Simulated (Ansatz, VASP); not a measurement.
**PbF2 (1T-PbF2, 1 layer) in two plane-wave programs**

One calculation is typed for both programs; each brings its own data sets. How far apart do they land? The structure shown is the start of the Ansatz relaxation below; VASP solves that cell, so the two are compared at the walk's first step.

Calculated with Ansatz 0.2.0; plane waves, with VASP 6.6.1 beside it; single point at PBE.

### 1. Set-up

The cell holds 3 atoms: 2 F and 1 Pb. Its edges and angles: a = 2.749 Å, b = 2.749 Å, c = 19.357 Å, α = 90.0°, β = 90.0°, γ = 120.0°. Vacuum lies along c.

### 2. Ansatz: relaxation, PBE

Ansatz runs on its default PAW (the set named soft_2) files.

The two programs are compared at the cell with which this relaxation starts, whose forces are those of its first step.

Input file input.yaml:

```yaml
crystal:
  lattice:
    - [2.749142, 0.0, 0.0]
    - [-1.374571, 2.3808268106, 0.0]
    - [0.0, 0.0, 19.3573446259]
  atoms:
    - { symbol: F, position: [0.6666666667, 0.3333333333, 0.4391098141] }
    - { symbol: Pb, position: [0.0, 0.0, 0.5] }
    - { symbol: F, position: [0.3333333333, 0.6666666667, 0.5608901859] }
kpoints:
  mp_grid: { grid: [12, 12, 1] }
hamiltonian:
  xc: pbe
scf:
  occupations: { method: fermi_dirac, width: 0.05 }
  convergence: { dr2_threshold: 1.0e-08 }
efield:
  axis: 3
  dipole_correction: true
  ramp_position: 0.97
  ramp_width: 0.04
relax:
  f_tol: 0.01
  cell: { fix: [c, alpha, beta] }
output:
  write_potential: true
  write_density: true
  volumetric_format: npy
```

Command:

```bash
$ ansatz run input.yaml --threads 4 --pin off --max-ram 8192MiB --backend cpu --events-out ev --progress --plain --runs-dir out
```

Numbers of over 12 decimals in the logs are rounded to 6 here.

The program printed:

```text
Warning: relax.cell: scf.convergence.dr2_threshold = 1e-8 eV is looser than the 3e-10 eV advised for a relaxation that steers and ends on the stress (1e-10 eV for each atom of the cell: 3). What an SCF threshold leaves in a stress goes as its square root, and in the free energy as the threshold itself, and one threshold admits the most on a small cell: [figures from the program's tests cut] Set scf.convergence.dr2_threshold to 3e-10 eV or tighter. The threshold is an SCF's pass mark: one that does not reach it within its budget of iterations ends unconverged, or closes short of it on a stop that the run arms, and scf.convergence.dr2_threshold's page says what that costs each kind of run
Engine: ansatz 0.2.0, aarch64-unknown-linux-gnu
Pseudopotentials: kind: paw
Pseudopotential: F, paw, valence charge 7, recommended cutoff 420 eV (normal), F.paw.azcp
Pseudopotential: Pb, paw, valence charge 14, recommended cutoff 420 eV (normal), Pb.paw.azcp
Functional definition: PBE
  parameter kappa = 0.804
  parameter beta = 0.066725
  exchange = pbe_x(kappa = kappa, mu = beta*pi^2/3)
  correlation = pbe_c(beta = beta)
Crystal: 3 atoms, lattice volume = 126.698 Å³
Basis set: ecut = 420 eV, 2483 PW (Γ), exchange–correlation on 40×40×270 points (8 copies of the dense FFT grid, shifted against one another)
Bands: 18, of which v1, the nominal top of the filled ones, is band 14 counted from 1 (13 counted from 0)
Symmetry: 6 space group operations
k-points: 19 of 144 (time reversal used)
Non-local potential: F, projectors of the file, l = 0: 2, l = 1: 2, l = 2: 1
Non-local potential: Pb, projectors of the file, l = 0: 2, l = 1: 2, l = 2: 2, l = 3: 2
PAW form: soft (Blöchl's): semilocal exchange-correlation on the pseudo side does not see the compensation charge
PAW one-centre angular grid: F, 110 points (default); XC on 64 Gauss nodes
PAW one-centre angular grid: Pb, 590 points (default); XC on 64 Gauss nodes
Initial density: superposition of atomic densities (neutral atoms: chi_scale 0, normalization atom), corrected by the library's trained network
Initial wavefunctions: pseudopotential atomic-orbital guess
Functional: x = pbe(κ = 0.804, μ = 0.219515), c = pbe(β = 0.066725)
SCF iter   1: F=—  HF=-13512.198789 eV  |F-HF|=—  |Δ(HF+E_count)|=         —  Δρ=1.38e-2  dr2=1.42e-1  ethr=1.77e-3  p=-0.000 e·Å  D=-3.59e-4 V/Å  ΔV_dip=0.01 eV  dr2_dipole=1.32e-7  V_vac-E_F(+/−)=2.93/2.92 eV  ⟨swp⟩=9.8  Hψ=2748  notcnv=0
efield: sawtooth ramp at fractional position 0.9700 (set: `efield.ramp_position`, or a place that a band, a saddle search or an elastic batch's reference lends), width 0.0400; the density the first Hamiltonian is built on has a dipole p = -0.000 e·Å; the dipole correction subtracts the counter field D = -3.59e-4 V/Å, which shifts the + side's vacuum level by +0.01 eV against the − side's; the planar-averaged density in the ramp window peaks in size at 7.4e-5 e/Å³
preconditioner: auto → LDOS  [metal: Δε(μ)=0.111 eV  Ē_g=20.343 eV  σ=0.050 eV  W_gap=0.47  n_scr=12 (ndim 8)  ℏωp=17.5 eV  f_vac=0.739  D(μ)=0.32/eV (n_scr^D=4)  β→1.0]
SCF iter   2: F=—  HF=-13512.197205 eV  |F-HF|=—  |Δ(HF+E_count)|=   1.58e-3  Δρ=1.14e-2  dr2=8.65e-2  ethr=5.09e-4  p=0.000 e·Å  D=9.24e-5 V/Å  ΔV_dip=-0.00 eV  dr2_dipole=6.11e-8  V_vac-E_F(+/−)=2.05/2.05 eV  ⟨swp⟩=3.9  Hψ=1045  notcnv=0
SCF iter   3: F=—  HF=-13512.168123 eV  |F-HF|=—  |Δ(HF+E_count)|=   2.91e-2  Δρ=7.96e-4  dr2=5.96e-4  ethr=3.09e-4  p=-0.000 e·Å  D=-2.44e-5 V/Å  ΔV_dip=0.00 eV  dr2_dipole=2.20e-9  V_vac-E_F(+/−)=2.52/2.52 eV  ⟨swp⟩=4.0  Hψ=967  notcnv=0
SCF iter   4: F=—  HF=-13512.168032 eV  |F-HF|=—  |Δ(HF+E_count)|=   9.10e-5  Δρ=3.07e-4  dr2=7.26e-5  ethr=2.13e-6  p=0.000 e·Å  D=1.32e-5 V/Å  ΔV_dip=-0.00 eV  dr2_dipole=1.90e-9  V_vac-E_F(+/−)=2.47/2.47 eV  ⟨swp⟩=3.8  Hψ=891  notcnv=0
SCF iter   5: F=—  HF=-13512.168023 eV  |F-HF|=—  |Δ(HF+E_count)|=   8.98e-6  Δρ=6.60e-5  dr2=2.86e-6  ethr=2.59e-7  p=-0.000 e·Å  D=-5.43e-6 V/Å  ΔV_dip=0.00 eV  dr2_dipole=5.18e-10  V_vac-E_F(+/−)=2.47/2.47 eV  ⟨swp⟩=3.3  Hψ=777  notcnv=0
SCF iter   6: F=—  HF=-13512.168026 eV  |F-HF|=—  |Δ(HF+E_count)|=   3.20e-6  Δρ=2.62e-5  dr2=4.40e-7  ethr=1.02e-8  p=0.000 e·Å  D=1.43e-5 V/Å  ΔV_dip=-0.00 eV  dr2_dipole=1.90e-9  V_vac-E_F(+/−)=2.47/2.47 eV  ⟨swp⟩=3.5  Hψ=739  notcnv=0
SCF iter   7: F=—  HF=-13512.168026 eV  |F-HF|=—  |Δ(HF+E_count)|=   2.33e-8  Δρ=8.33e-6  dr2=5.19e-8  ethr=1.57e-9  p=-0.000 e·Å  D=-8.51e-6 V/Å  ΔV_dip=0.00 eV  dr2_dipole=8.93e-10  V_vac-E_F(+/−)=2.47/2.47 eV  ⟨swp⟩=2.9  Hψ=670  notcnv=0
[...]
efield: sawtooth ramp at fractional position 0.9700 (set: `efield.ramp_position`, or a place that a band, a saddle search or an elastic batch's reference lends), width 0.0400; the density the first Hamiltonian is built on has a dipole p = -0.000 e·Å; the dipole correction subtracts the counter field D = -6.18e-6 V/Å, which shifts the + side's vacuum level by +0.00 eV against the − side's; the planar-averaged density in the ramp window peaks in size at 3.6e-7 e/Å³
preconditioner: auto → Resta (q_TF=auto, 1.875 Å⁻¹)  ε∞=1.6  [insulator: Δε(μ)=3.462 eV  Ē_g=16.034 eV  σ=0.050 eV  W_gap=1.00  n_scr=28 (ndim 8)  ℏωp=12.0 eV  f_vac=0.767  D(μ)=0.00/eV (n_scr^D=0)  ε∞_Penn≈1.6  vacuum switching on, ρ_ref=1.9e-2 e/Å³]
SCF iter   2: F=—  HF=-13524.297339 eV  |F-HF|=—  |Δ(HF+E_count)|=   1.35e-4  Δρ=3.55e-5  dr2=1.02e-6  ethr=8.66e-9  p=-0.000 e·Å  D=-9.26e-6 V/Å  ΔV_dip=0.00 eV  dr2_dipole=4.51e-11  V_vac-E_F(+/−)=5.21/5.21 eV  ⟨swp⟩=2.0  Hψ=608  notcnv=0
SCF iter   3: F=—  HF=-13524.297400 eV  |F-HF|=—  |Δ(HF+E_count)|=   6.04e-5  Δρ=1.99e-5  dr2=2.01e-7  ethr=3.64e-9  p=-0.000 e·Å  D=-6.47e-6 V/Å  ΔV_dip=0.00 eV  dr2_dipole=4.63e-11  V_vac-E_F(+/−)=5.21/5.21 eV  ⟨swp⟩=2.0  Hψ=456  notcnv=0
iter 4 met the thresholds in force, and the SCF goes on: an eigenvalue changes by 3.51 meV, over its tolerance of 3.16 meV (output.eigenvalues, Limitations)
SCF iter   4: F=-13524.297430 eV  HF=-13524.297429 eV  |F-HF|=4.73e-7  |Δ(HF+E_count)|=   2.94e-5  Δρ=1.48e-6  dr2=2.03e-9  ethr=3.57e-11  p=-0.000 e·Å  D=-8.86e-6 V/Å  ΔV_dip=0.00 eV  dr2_dipole=2.38e-11  V_vac-E_F(+/−)=5.21/5.21 eV  ⟨swp⟩=11.2  Hψ=2922  notcnv=0
iter 5 met the thresholds in force, and the SCF goes on: an eigenvalue changes by 7.66 meV, over its tolerance of 3.16 meV (output.eigenvalues, Limitations)
SCF iter   5: F=-13524.297430 eV  HF=-13524.297430 eV  |F-HF|=3.24e-8  |Δ(HF+E_count)|=   4.38e-7  Δρ=1.23e-6  dr2=3.86e-9  ethr=7.25e-12  p=-0.000 e·Å  D=-5.09e-6 V/Å  ΔV_dip=0.00 eV  dr2_dipole=1.92e-10  V_vac-E_F(+/−)=5.21/5.21 eV  ⟨swp⟩=7.5  Hψ=2387  notcnv=0
Mixer restart at iter 5: flushing history
SCF iter   6: F=-13524.297430 eV  HF=-13524.297430 eV  |F-HF|=5.45e-8  |Δ(HF+E_count)|=   4.68e-8  Δρ=4.17e-6  dr2=5.38e-8  ethr=7.25e-12  p=-0.000 e·Å  D=-2.13e-5 V/Å  ΔV_dip=0.00 eV  dr2_dipole=3.47e-9  V_vac-E_F(+/−)=5.21/5.21 eV  ⟨swp⟩=3.1  Hψ=682  notcnv=0  κ⁻¹=1.0e0(r=1)
SCF iter   7: F=-13524.297430 eV  HF=-13524.297430 eV  |F-HF|=7.09e-11  |Δ(HF+E_count)|=   1.13e-8  Δρ=1.39e-7  dr2=7.15e-11  ethr=7.25e-12  p=-0.000 e·Å  D=-6.89e-6 V/Å  ΔV_dip=0.00 eV  dr2_dipole=7.00e-12  V_vac-E_F(+/−)=5.21/5.21 eV  ⟨swp⟩=6.1  Hψ=2217  notcnv=0
SCF 24 converged in 7 iterations: F = -13524.297430 eV  dr2 = 7.15e-11
relax step  24: F+E_penalty+E_count = -13524.29742974 eV  Δ(F+E_penalty+E_count) = -2.845e-3 eV  max|allowed force component| = 1.071e-3 eV/Å  Δτ_max = 0.0000 Å  P = +0.010 GPa  Ω = 266.127 Å³  fix = [c, alpha, beta]  reactions: c +0.001 GPa  stress off target by 1.43e-2 GPa on what of the cell is left free  SCF on the basis re-selected at this cell (its energy is not comparable with the rows above)  (7 SCF iters)
basis re-selected at this cell: Δ(F+E_penalty+E_count) = -2.845e-3 eV, ΔP = +0.006 GPa vs the last step (what re-selecting the basis moved, of the pressure what is left beyond the Pulay correction that the steps carried, after the strain that the cell walked since its last selection, with what the two solves' SCF thresholds leave and, on support functions, any second-order correction that the steps lacked; it is no m [...]
WARN: The output density's exchange-correlation potential varies sharply where the density is thin. Do not read a vacuum level from v_tot or v_xc, or from such a field of the output density. On a cell that repeats whose density bears no net charge and no dipole along the vacuum's axis use v_es (v_loc + v_h of the components); under efield.dipole_correction with no amplitude use v_es + v_field, which holds any externa [...]
SCF converged after 7 iterations
an eigenvalue changed by more than its tolerance at an iteration that met the thresholds in force, so the SCF went on 2 times, its first undamped step at iteration 5: the last check found none over its tolerance
Free energy (F): -13524.297430 eV
Harris-Foulkes:  -13524.297430 eV  (|F-HF|=7.09e-11)
Internal energy: -13524.297430 eV  (E = F + TS)
E sigma→0 (E₀):  -13524.297430 eV
Fermi energy:    -2.820064 eV
Dipole field:    D = -0.000010 V/Å  (p = -0.000015 e·Å, saw-weighted, corrected)
Work function:   Φ+ = 5.2144 eV   Φ− = 5.2142 eV
Levels:          The Fermi level and band energies are counted from a zero that moves with the ramp; work functions are not
--- Per-component energies (eV) ---
  E_band       = -395.687076
  E_kinetic    = 697.028813
  E_local      = -14278.351863  (includes V_loc(G=0)·N_el)
  E_nonlocal   = 496.969039
  E_hartree    = 6742.436501
  E_xc         = -380.956304
  E_vxc        = -337.201267  (∫ρ·V_xc dr)
  E_paw        = -10801.971047  (= ΣΔE_a)
  E_vpaw       = -459.008878  (= ΣTr[D̂ρ^β])
  E_aug_tail   = 0.004111  (compensation charges beyond the density's cutoff)
  E_efield     = 0.000000  (sawtooth field / dipole correction)
  E_vefield    = 0.000054  (∫n·V_field dr)
  E_ewald      = 4000.543320
  E_smearing   = -0.000000  (= −TS)
  E_closure    = -0.000000  (closes the sum)
  Σ components = -13524.297430   (vs F -13524.297430, Δ=0.00e0)
--- Forces (eV/Å), atoms counted from 1 ---
  atom   1  F      0.00000000     0.00000000    -0.00106967
  atom   2  Pb    -0.00000000    -0.00000000     0.00010388
  atom   3  F      0.00000000    -0.00000000     0.00096875
  max |Σ_I F_I| component: 2.96e-6 eV/Å
--- Stress (GPa, compression-positive) ---
        0.014337       0.000000      -0.000000
        0.000000       0.014337      -0.000000
       -0.000000      -0.000000       0.000799
  P = ⅓ Tr σ = 0.0098 GPa (0.098 kbar)
--- Band table (eV; the first three rows and the last of 19) ---
  k-point 0: bands = [... 10 lower, -6.7537, -6.7537, -6.4137, -5.9721, -1.1309, 1.9623, 2.4819, 2.7351]
  k-point 1: bands = [... 10 lower, -6.7292, -6.6850, -6.3814, -5.8850, -1.0317, 1.9493, 2.5671, 2.6061]
  k-point 2: bands = [... 10 lower, -6.6901, -6.5988, -6.3356, -5.6497, -0.7625, 1.6615, 2.5686, 2.8202]
  k-point 18: bands = [... 10 lower, -7.0814, -6.2847, -6.2846, -4.5929, 0.8597, 1.5474, 1.5474, 5.3539]
--- Relaxed structure (20 steps of the walk, 19 accepted, 4 SCFs on fresh bases) ---
  F+E_penalty+E_count = -13524.29742974 eV   max|allowed force component| = 1.071e-3 eV/Å   (the final SCF, on the basis selected at the relaxed cell)
  cell:  # Å, volume = 266.1272 Å³
    - [3.984341, 0, 0]
    - [-1.992170, 3.450540, 0]
    - [0, 0, 19.3573446259]
  atoms:
    - { symbol: F, position: [0.666667, 0.333333, 0.448538] }
    - { symbol: Pb, position: [0, 0, 0.499999] }
    - { symbol: F, position: [0.333333, 0.666667, 0.551463] }
```

[end of part 1 of 2]

[Lines on the potential files, build, host, timing and source positions are cut from VASP's logs without a mark.]

[Logs are printed without paths, hosts, clocks, repeated set-up lines and the standing remarks that a program may print on its own settings, such as how far it seeks lower states.]

[Hosts, paths, dates, database ids (printed as entryN), source tags and the programs' standing remarks are cut or masked in the printed files.]
